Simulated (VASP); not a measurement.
**GaP: band structure with r2SCAN**

Crystal: GaP.

```
Ga P
1.0
     0.00000    2.72525    2.72525
     2.72525    0.00000    2.72525
     2.72525    2.72525    0.00000
Ga P
1 1
Direct
  0.00000 0.00000 0.00000
  0.75000 0.75000 0.75000
```

```yaml
Program: VASP 6.6.1
Task: band structure
Functional: r2SCAN
Potentials_or_basis: VASP PAW PBE potentials, release 64 (Ga_d, P)
Cutoff: 520 eV
k_mesh: 6 × 6 × 6
Occupations: fermi-dirac, width 0.05 eV
Spin: spin-orbit coupling, no magnetisation
Further_INCAR_settings: ALGO = Normal; EDIFF = 1e-06
```

| Quantity | Value |
| --- | --- |
| Pressure | -0.1 GPa |
| Valence electrons inside the program's atomic spheres | Ga 11.70; P 2.55 |

Wall time 16 min on 1 thread of Intel(R) Xeon(R) Platinum 8488C (Sapphire Rapids), on a shared host, peak memory 0.35 GiB.

Caveat: the PAW data sets were made with another functional, which shifts forces and pressure a little.
